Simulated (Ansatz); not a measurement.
The system is Zn.

```
Zn
1.0
     2.67000    0.00000    0.00000
    -1.33500    2.31229    0.00000
     0.00000    0.00000    4.96600
Zn
2
Cartesian
  1.3350 0.7708 3.7245
  0.0000 1.5415 1.2415
```

A run of Ansatz 0.2.0 on this cell left the log below. Logs are shortened: lines on timing, memory, paths and dates and some standing lists are left out, and cuts for length are marked.

```text
Warning: output.stress: scf.convergence.dr2_threshold = 1e-7 eV (the SCF's general default) is looser than the 2e-10 eV advised for a printed stress (1e-10 eV for each atom of the cell: 2). What an SCF threshold leaves in a stress goes as its square root, and in the free energy as the threshold itself, and one threshold admits the most on a small cell: of the crystals measured, under no hybrid functional and no lock of the moments, on runs that ended without the residual-converged pass, on stresses that held no estimate of that error, the worst erred by over 100 MPa in a component at 1e-7 eV an atom and by under 5 at 1e-10. Set scf.convergence.dr2_threshold to 2e-10 eV or tighter. The threshold is an SCF's pass mark: one that does not reach it within its budget of iterations ends unconverged, or closes short of it on a stop that the run arms, and scf.convergence.dr2_threshold's page says what that costs each kind of run
Warning: output.stress: scf.exx.energy_threshold = 1e-6 eV is looser than the 2e-8 eV advised for a stress under a hybrid functional (1e-8 eV for each atom of the cell: 2). Every SCF of the exchange loop can meet its threshold on dr2 while the loop round them stops early: no threshold on dr2 bounds what that leaves in the stress. Set scf.exx.energy_threshold to 2e-8 eV or tighter. The threshold is the loop's pass mark: a loop that does not reach it within its budget of cycles ends unconverged, and scf.exx.energy_threshold's page has the law
Warning: RAYON_NUM_THREADS=1 ignored (pool sized by the plan → 1); use --threads N
crystal.space_group: 194 is read as P63/mmc: the typed cell holds Zn2 (Zn 2c). Least distances (Å): Zn–Zn 2.670
crystal.space_group generates its sites in this order, which a site index counts, at these fractional coordinates of the primitive cell where crystal.reduce_to_primitive is true, and else of the cell that is read (crystal.supercell repeats the list replica by replica, and crystal.defects acts on that): 0: Zn [0.666667, 0.333333, 0.750000]; 1: Zn [0.333333, 0.666667, 0.250000];
Engine: ansatz 0.2.0, aarch64-unknown-linux-gnu
Pseudopotentials: kind: paw
Pseudopotential: Zn, paw, valence charge 20, recommended cutoff 660 eV (normal), Zn.paw.azcp
Functional definition: unnamed
  parameter a_1 = 0.25
  parameter omega_1 = 0.3/angstrom
  exchange = pbe_x + (-a_1)*pbe_x_sr(omega_1) + a_1*exact_x_sr(omega_1)
  correlation = pbe_c
Crystal: 2 atoms, lattice volume = 30.659 Å³
Basis set: ecut = 660 eV, 1185 PW (Γ), exchange–correlation on 48×48×90 points (8 copies of the dense FFT grid, shifted against one another)
Bands: 24, of which v1, the nominal top of the filled ones, is band 20 counted from 1 (19 counted from 0)
Symmetry: 24 space group operations
Space group: P63/mmc (ITA 194), of the structure as read, at distance tolerance 3.1e-5 Å
k-points: 30 of 256
Non-local potential: Zn, projectors of the file, l = 0: 3, l = 1: 3, l = 2: 3, l = 3: 1
PAW form: soft (Blöchl's): semilocal exchange-correlation on the pseudo side does not see the compensation charge
PAW frozen core: Zn, regenerated for the run's functional, and the local potential with it (the file was generated under x = pbe(κ = 0.804, μ = 0.2195149727645171), c = pbe(β = 0.06672455060314922))
[... 55 lines left out ...]
  E_kinetic    = 1090.328161
  E_local      = -12301.546380  (includes V_loc(G=0)·N_el)
  E_nonlocal   = 1867.332601
  E_hartree    = 4745.426689
  E_xc         = -232.969827
  E_vxc        = -299.075484  (∫ρ·V_xc dr)
  E_exx        = -236.121556  (= α·E_x^exact, valence–valence)
  E_paw        = -3219.458800  (= ΣΔE_a)
  E_vpaw       = -599.970223  (= ΣTr[D̂ρ^β])
  E_aug_tail   = 0.000227  (compensation charges beyond the density's cutoff)
  E_ewald      = -6678.604505
  E_core_change = -0.450631  (= ΣΔE_core)
  E_smearing   = -0.001531  (= −TS)
  E_closure    = -0.000000  (closes the sum)
  Σ components = -14966.065552   (vs F -14966.065552, Δ=0.00e0)
--- Forces (eV/Å), atoms counted from 1 ---
  atom   1  Zn    -0.00000000     0.00000000    -0.00000000
  atom   2  Zn     0.00000000    -0.00000000     0.00000000
  max |Σ_I F_I| component: 1.85e-17 eV/Å
--- Stress (GPa, compression-positive) ---
        1.541716       0.000000       0.000000
       -0.000000       1.541716       0.000000
        0.000000       0.000000      -3.017306
  P = ⅓ Tr σ = 0.0220 GPa (0.220 kbar)
--- Band table (eV; the first three rows and the last of 30) ---
  k-point 0: bands = ["-119.4724", "-119.4713", "-72.0519", "-72.0383", "-72.0070", "-72.0070", "-72.0058", "-72.0058", "2.2602", "3.1954", "3.7007", "3.9557", "3.9557", "4.0035", "4.0035", "4.3087", "4.3087", "4.5210", "4.5210", "9.7788", "10.2048", "28.0534", "31.5188", "32.1120"]
  k-point 1: bands = ["-119.4722", "-119.4715", "-72.0499", "-72.0403", "-72.0068", "-72.0068", "-72.0059", "-72.0059", "2.6411", "3.2126", "3.7590", "3.9520", "3.9520", "3.9881", "3.9881", "4.3505", "4.3505", "4.4984", "4.4984", "6.7821", "13.9960", "23.7830", "32.4974", "32.4974"]
  k-point 2: bands = ["-119.4719", "-119.4719", "-72.0451", "-72.0451", "-72.0064", "-72.0064", "-72.0064", "-72.0064", "3.1748", "3.1748", "3.9612", "3.9612", "3.9612", "3.9612", "4.4334", "4.4334", "4.4334", "4.4334", "4.5597", "4.5597", "18.6413", "18.6413", "33.4510", "33.4510"]
  k-point 29: bands = ["-119.4684", "-119.4684", "-72.0424", "-72.0424", "-72.0324", "-72.0324", "-72.0245", "-72.0245", "3.6432", "3.6432", "3.7821", "3.7821", "4.0355", "4.0355", "4.2929", "4.2929", "4.5184", "4.5184", "13.5871", "13.5871", "15.0197", "15.0197", "18.3165", "18.3165"]
```

**Question.** What input gives this log?

**Answer.** Electron localisation function with HSE03, no spin polarisation. The files as run (others can give the same):

input.yaml
```yaml
crystal:
  lattice: { a: 2.67, b: 2.67, c: 4.966, alpha: 90.0, beta: 90.0, gamma: 120.0 }
  space_group: 194
  reduce_to_primitive: true
  atoms:
    - { symbol: Zn, wyckoff: "2c", position: [0.6666666667, 0.3333333333, 0.75] }
hamiltonian:
  xc: { exchange: pbe, correlation: pbe, exx: { coeff: 0.25, omega: 0.3 } }
  pseudopotentials: { kind: paw, source: ansatz }
kpoints:
  mp_grid: { grid: [8, 8, 4] }
scf:
  occupations: { method: fermi_dirac, width: 0.025 }
output:
  forces: true
  stress: true
  eigenvalues: true
  write_density: true
  write_potential: true
  elf: true
  volumetric_format: npy
```

Potentials or basis: Ansatz PAW earlier set.
Command:
```sh
$ ansatz run input.yaml --threads 1 --pin off --max-ram 2560MiB --backend cpu --events-out ev --progress --plain --runs-dir out
```

Caveat: the PAW data sets come from PBE, with cores solved anew for the run's functional, which leaves a small shift of forces and pressure; the thresholds are loose for stress.
